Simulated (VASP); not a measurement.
# Ga (Im-3m) in VASP: a series of runs

The runs below take Ga through single point, with PBE.

Everything below comes from runs of VASP 6.6.1. Logs are shortened: lines on timing, memory, paths and dates and some standing lists are left out, and cuts for length are marked.

## 1. Starting point

The structure is cubic, space group Im-3m (No. 229). The conventional cell has a = 3.373 Å, b = 3.373 Å, c = 3.373 Å, α = 90.00°, β = 90.00°, γ = 90.00°. Ga (site symmetry m-3m) is surrounded by 8 Ga at 2.92 Å.

The cell was built by a generator and needn't be a form met in nature.

## 2. Single point, PBE

File INCAR:

```
SYSTEM = Ga
  PREC = Accurate
  ENCUT = 520
  EDIFF = 1E-7
  ISMEAR = 0
  SIGMA = 0.05
  LREAL = .FALSE.
  LASPH = .TRUE.
  NELM = 100
  ALGO = Normal
  ISIF = 2
  LWAVE = .FALSE.
  LCHARG = .TRUE.
  GGA = PE
  LELF = .TRUE.
  LVHAR = .TRUE.
  NBANDS = 12
```

File KPOINTS:

```
Automatic mesh
0
G
  18 18 18
  0 0 0
```

File POSCAR:

```
Ga
1.0
   -1.6864227604      1.6864227604      1.6864227604
    1.6864227604     -1.6864227604      1.6864227604
    1.6864227604      1.6864227604     -1.6864227604
Ga
1
Direct
    0.0000000000      0.0000000000      0.0000000000
```

Potentials or basis: VASP PAW PBE potentials, release 64 (Ga_d).

Launch:

```console
cat potpaw_PBE.64/Ga_d/POTCAR > POTCAR
mpirun -np 1 vasp_std > vasp.out
```

OUTCAR:

```text
SYSTEM = Ga
   PREC = Accurate
   ENCUT = 520
   EDIFF = 1E-7
   ISMEAR = 0
   LREAL = .FALSE.
   LASPH = .TRUE.
   NELM = 100
   ISIF = 2
   GGA = PE

 ion  position               nearest neighbor table
   1  0.000  0.000  0.000-

  LATTYP: Found a body centered cubic cell.
 ALAT       =     3.3728455208

  Lattice vectors:

 A1 = (  -1.6864227604,   1.6864227604,   1.6864227604)
 A2 = (   1.6864227604,  -1.6864227604,   1.6864227604)
 A3 = (   1.6864227604,   1.6864227604,  -1.6864227604)

Analysis of symmetry for initial positions (statically):
=====================================================================
 Subroutine PRICEL returns:
 Original cell was already a primitive cell.

 Routine SETGRP: Setting up the symmetry group for a
 body centered cubic supercell.

 Subroutine GETGRP returns: Found 48 space group operations
 (whereof 48 operations were pure point group operations)
 out of a pool of 48 trial point group operations.

The static configuration has the point symmetry O_h .

Analysis of symmetry for dynamics (positions and initial velocities):
=====================================================================
 Subroutine PRICEL returns:
 Original cell was already a primitive cell.

 Routine SETGRP: Setting up the symmetry group for a
 body centered cubic supercell.

 Subroutine GETGRP returns: Found 48 space group operations
 (whereof 48 operations were pure point group operations)
 out of a pool of 48 trial point group operations.

The dynamic configuration has the point symmetry O_h .

 Subroutine INISYM returns: Found 48 space group operations
 (whereof 48 operations are pure point group operations),
 and found     1 'primitive' translations

----------------------------------------------------------------------------------------

                                     Primitive cell

  volume of cell :      19.1849

  direct lattice vectors                    reciprocal lattice vectors
    -1.686422760  1.686422760  1.686422760     0.000000000  0.296485562  0.296485562
     1.686422760 -1.686422760  1.686422760     0.296485562  0.000000000  0.296485562
     1.686422760  1.686422760 -1.686422760     0.296485562  0.296485562  0.000000000

  length of vectors
     2.920969904  2.920969904  2.920969904     0.419293903  0.419293903  0.419293903

  position of ions in fractional coordinates (direct lattice)
     0.000000000  0.000000000  0.000000000

  ion indices of the primitive-cell ions
   primitive index   ion index
                 1           1

----------------------------------------------------------------------------------------

 KPOINTS: Automatic mesh

Automatic generation of k-mesh.
 Grid dimensions read from file:
 generate k-points for:   18   18   18

 Generating k-lattice:

  Cartesian coordinates                     Fractional coordinates (reciprocal lattice)
     0.000000000  0.016471420  0.016471420     0.055555556  0.000000000  0.000000000
     0.016471420  0.000000000  0.016471420     0.000000000  0.055555556  0.000000000
     0.016471420  0.016471420  0.000000000     0.000000000  0.000000000  0.055555556

  Length of vectors
     0.023294106  0.023294106  0.023294106

  Shift w.r.t. Gamma in fractional coordinates (k-lattice)
     0.000000000  0.000000000  0.000000000

 Subroutine IBZKPT returns following result:
 ===========================================

 Found    195 irreducible k-points:

 Following reciprocal coordinates:
            Coordinates               Weight
  0.000000  0.000000  0.000000      1.000000
  0.055556  0.000000  0.000000     12.000000
  0.111111  0.000000  0.000000     12.000000
  0.166667  0.000000  0.000000     12.000000
  0.222222  0.000000  0.000000     12.000000
  0.277778  0.000000  0.000000     12.000000
[... 16 lines left out ...]
  0.333333  0.111111 -0.000000     48.000000
  0.388889  0.111111 -0.000000     48.000000
 [... further k-points ...]
   k-points           NKPTS =    195   k-points in BZ     NKDIM =    195   number of bands    NBANDS=     12
   number of dos      NEDOS =    301   number of ions     NIONS =      1
   total plane-waves  NPLWV =  13824
   dimension x,y,z NGX =    24 NGY =   24 NGZ =   24
   dimension x,y,z NGXF=    48 NGYF=   48 NGZF=   48
   ions per type =               1
   NGX,Y,Z   is equivalent  to a cutoff of  13.66, 13.66, 13.66 a.u.
   NGXF,Y,Z  is equivalent  to a cutoff of  27.32, 27.32, 27.32 a.u.
 SYSTEM =  Ga
   PREC   = accura    normal or accurate (medium, high low for compatibility)
   ISTART =      0    job   : 0-new  1-cont  2-samecut
   ICHARG =      2    charge: 1-file 2-atom 10-const
   ISPIN  =      1    spin polarized calculation?
   LNONCOLLINEAR =      F non collinear calculations
   LSORBIT =      F    spin-orbit coupling
   LASPH  =      T    aspherical Exc in radial PAW
   ENCUT  =  520.0 eV  38.22 Ry    6.18 a.u.   5.43  5.43  5.43*2*pi/ulx,y,z
   NELM   =    100;   NELMIN=  2; NELMDL= -5     # of ELM steps
   EDIFF  = 0.1E-06   stopping-criterion for ELM
   LREAL  =      F    real-space projection
   EDIFFG = 0.1E-05   stopping-criterion for IOM
   NSW    =      0    number of steps for IOM
   IBRION =     -1    ionic relax: 0-MD 1-quasi-New 2-CG
   NFREE  =      0    steps in history (QN), initial steepest desc. (CG)
   ISIF   =      2    stress and relaxation
   ISYM   =      2    0-nonsym 1-usesym 2-fastsym
   POTIM  = 0.5000    time-step for ionic-motion
   TEBEG  =    0.0;   TEEND  =   0.0 temperature during run
   PSTRESS=    0.0 pullay stress
   NELECT =      13.0000    total number of electrons
   NUPDOWN=      -1.0000    fix difference up-down
   EMIN   =  10.00;   EMAX   =-10.00  energy-range for DOS
   EFERMI =   0.00;   METHOD = LEGACY
   ISMEAR =     0;   SIGMA  =   0.05  broadening in eV -4-tet -1-fermi 0-gaus
   EFERMI_NEDOS =   21; number of points for ismear=-14 and -15
   IALGO  =     38    algorithm
   IMIX   =      4    mixing-type and parameters
     AMIX     =   0.40;   BMIX     =  1.00
     AMIX_MAG =   1.60;   BMIX_MAG =  1.00
  volume/ion in A,a.u.               =      19.18       129.47
  Fermi-wavevector in a.u.,A,eV,Ry     =   1.437925  2.717284 28.131782  2.067628
  Thomas-Fermi vector in A             =   2.556948
   LORBIT       =      0    0 simple, 1 ext, 2 COOP (PROOUT), +10 PAW based schemes
   GGA     = PE    functional components
   LHFCALC =     F    Hartree Fock is set to
   AEXX    =    0.0000 exact exchange contribution
   IVDW    =     0    specifies the selected vdW correction
   LEPSILON=     F    determine dielectric tensor
   LRPA    =     F    only Hartree local field effects (RPA)
 non-spin polarized calculation
 Gauss-broadening in eV      SIGMA  =   0.05
  energy-cutoff  :      520.00
  volume of cell :       19.18
 maximum number of plane-waves:       533
 NGX is ok and might be reduce to    24
   NGX = 11   NGY = 11   NGZ = 11

 number of electron      12.9999990 magnetization

 Free energy of the ion-electron system (eV)
  ---------------------------------------------------
  ext. energy  EPLUGINS =         0.00000000
  ---------------------------------------------------
  free energy    TOTEN  =        -2.87311347 eV

  energy without entropy =       -2.87235758  energy(sigma->0) =       -2.87273553

 E-fermi :   5.4444     XC(G=0): -10.9385

 val. band max:        5.4205491384   @ k =   0.2778   0.2778   0.0556
 cond. band min:       5.4474148914   @ k =  -0.3889   0.4444   0.2222
 fundamental gap:      0.0268657530
 Fermi energy:         5.4444491135

 k-point     1 :       0.0000    0.0000    0.0000
  band No.  band energies     occupation
      1      -9.5118      2.00000
      2      -9.5118      2.00000
      3      -9.5118      2.00000
      4      -9.3321      2.00000
      5      -9.3321      2.00000
      6      -5.5083      2.00000
      7      17.7722      0.00000
      8      17.7722      0.00000
      9      17.7722      0.00000
     10      22.4115      0.00000
     11      22.4115      0.00000
     12      22.4115      0.00000

 k-point     2 :       0.0556    0.0000    0.0000
  band No.  band energies     occupation
      1      -9.5142      2.00000
      2      -9.5100      2.00000
      3      -9.5033      2.00000
      4      -9.3346      2.00000
      5      -9.3321      2.00000
      6      -5.4255      2.00000
      7      16.9858      0.00000
      8      17.3597      0.00000
      9      17.6377      0.00000
     10      21.2654      0.00000
     11      21.3949      0.00000
     12      22.4917      0.00000

 k-point     3 :       0.1111    0.0000    0.0000
  band No.  band energies     occupation
      1      -9.5212      2.00000
      2      -9.5057      2.00000
      3      -9.4788      2.00000
      4      -9.3413      2.00000
      5      -9.3321      2.00000
      6      -5.1761      2.00000
      7      15.1428      0.00000
      8      16.4723      0.00000
      9      17.2524      0.00000
     10      20.1440      0.00000
     11      20.3005      0.00000
     12      22.1457      0.00000

 k-point     4 :       0.1667    0.0000    0.0000
  band No.  band energies     occupation
      1      -9.5319      2.00000
      2      -9.5025      2.00000
      3      -9.4410      2.00000
      4      -9.3498      2.00000
      5      -9.3321      2.00000
      6      -4.7582      2.00000
      7      12.9572      0.00000
      8      15.4978      0.00000
      9      16.6943      0.00000
     10      19.2795      0.00000
     11      19.3521      0.00000
     12      22.1936      0.00000

 k-point     5 :       0.2222    0.0000    0.0000
  band No.  band energies     occupation
      1      -9.5450      2.00000
      2      -9.5050      2.00000
      3      -9.3940      2.00000
      4      -9.3561      2.00000
      5      -9.3320      2.00000
      6      -4.1701      2.00000
      7      10.7416      0.00000
      8      14.5887      0.00000
      9      16.0795      0.00000
     10      18.5540      0.00000
     11      18.5768      0.00000
     12      22.5720      0.00000
[... 228 lines left out ...]
      1      -9.5512      2.00000
      2      -9.5095      2.00000
      3      -9.3628      2.00000
      4      -9.3485      2.00000
      5      -9.3282      2.00000
      6      -3.1583      2.00000
      7       8.7691      0.00000
      8      11.7708      0.00000
      9      14.4654      0.00000
     10      18.7216      0.00000
     11      20.3836      0.00000
     12      22.3196      0.00000

 k-point    22 :       0.2778    0.1111   -0.0000
  band No.  band energies     occupation
      1      -9.5631      2.00000
      2      -9.5194      2.00000
      3      -9.3585      2.00000
      4      -9.3385      2.00000
      5      -9.2997      2.00000
      6      -2.2314      2.00000
      7       6.7902      0.00000
      8      11.1432      0.00000
      9      13.9463      0.00000
     10      18.2695      0.00000
     11      20.3646      0.00000
     12      22.7050      0.00000

 k-point    23 :       0.3333    0.1111   -0.0000
  band No.  band energies     occupation
      1      -9.5728      2.00000
      2      -9.5317      2.00000
      3      -9.3520      2.00000
      4      -9.3381      2.00000
      5      -9.2680      2.00000
      6      -1.1418      2.00000
      7       4.9316      2.00000
      8      10.6978      0.00000
      9      13.5645      0.00000
     10      17.9401      0.00000
     11      20.2127      0.00000
     12      23.4927      0.00000

 k-point    24 :       0.3889    0.1111   -0.0000
  band No.  band energies     occupation
      1      -9.5792      2.00000
      2      -9.5412      2.00000
      3      -9.3460      2.00000
      4      -9.3390      2.00000
      5      -9.2464      2.00000
      6       0.0918      2.00000
      7       3.2317      2.00000
      8      10.4303      0.00000
      9      13.3315      0.00000
     10      17.7410      0.00000
     11      20.0808      0.00000
     12      24.5131      0.00000

 [... further k-points ...]

------------------------ aborting loop because EDIFF is reached ----------------------------------------

  FORCE on cell =-STRESS in cart. coord.  units (eV):
  Direction    XX          YY          ZZ          XY          YZ          ZX
  --------------------------------------------------------------------------------------
  -------------------------------------------------------------------------------------
  Total        0.0078079      0.0078079      0.0078079      0.0000000     -0.0000000     -0.0000000
  in kB        0.6520598      0.6520598      0.6520598      0.0000000     -0.0000000     -0.0000000
  external PRESSURE =       0.6520598 kB  Pullay stress =       0.0000000 kB

 VOLUME and BASIS-vectors are now :
 -----------------------------------------------------------------------------
  energy-cutoff  :      520.00
  volume of cell :       19.18
      direct lattice vectors                 reciprocal lattice vectors
    -1.686422760  1.686422760  1.686422760     0.000000000  0.296485562  0.296485562
     1.686422760 -1.686422760  1.686422760     0.296485562  0.000000000  0.296485562
     1.686422760  1.686422760 -1.686422760     0.296485562  0.296485562  0.000000000

 POSITION                                       TOTAL-FORCE (eV/Angst)
 -----------------------------------------------------------------------------------
      0.00000      0.00000      0.00000         0.000000      0.000000      0.000000
 -----------------------------------------------------------------------------------
    total drift:                               -0.000000      0.000000      0.000000

  FREE ENERGIE OF THE ION-ELECTRON SYSTEM (eV)
  ---------------------------------------------------
  free  energy   TOTEN  =        -2.8731134702 eV

  energy  without entropy=       -2.8723575849  energy(sigma->0) =       -2.87273553
```

Run time: 22 s. Hardware: 1 thread of AMD EPYC 9R45 (Zen 5), shared host; peak memory 0.14 GiB.

What came out:

| Item | Value |
| --- | --- |
| Free energy | -2.8731 eV |
| Pressure | 0.1 GPa |
| Band gap on the k mesh | none (metal or under the smearing width) |

## 3. Single point, PBE

This run uses another cell than the first one, of 19.47 Å³/atom, 1.015 times its volume.

File INCAR:

```
SYSTEM = Ga
PREC = Accurate
ENCUT = 520
EDIFF = 1E-6
ISMEAR = 0
SIGMA = 0.05
LREAL = .FALSE.
LASPH = .TRUE.
NELM = 80
ALGO = Normal
ISIF = 2
LWAVE = .FALSE.
LCHARG = .FALSE.
GGA = PE
NBANDS = 12
```

File KPOINTS:

```
regular mesh
0
G
  18 18 18
  0 0 0
```

File POSCAR:

```
Ga
1.0
   -1.6947575262      1.6947575262      1.6947575262
    1.6947575262     -1.6947575262      1.6947575262
    1.6947575262      1.6947575262     -1.6947575262
Ga
1
Direct
    0.0000000000      0.0000000000      0.0000000000
```

Potentials or basis: VASP PAW PBE potentials, release 64 (Ga_d).

Launch:

```console
cat potpaw_PBE.64/Ga_d/POTCAR > POTCAR
mpirun -np 1 vasp_std > vasp.out
```

Wall time 21 s (1 thread of AMD EPYC 9R45 (Zen 5), shared host); peak memory 0.14 GiB.

The run converged. Its results:

- Free energy: -2.8727 eV
- Pressure: -0.6 GPa
- Band gap on the k mesh: none (metal or under the smearing width)

Levels at points of the mesh, in eV from the Fermi level:
```
           k point  band 3  band 4  band 5  band 6  band 7  band 8  band 9  band 10
(0.00, 0.00, 0.00)  -14.95  -14.78  -14.78  -10.85   12.15   12.15   12.15    16.81
(0.50, 0.00, 0.00)  -14.78  -14.77  -14.67   -4.52   -3.63    6.80    8.82    11.23
(0.50, 0.50, 0.50)  -14.69  -14.69  -14.69    1.15    1.57    1.57    1.57     5.68
```
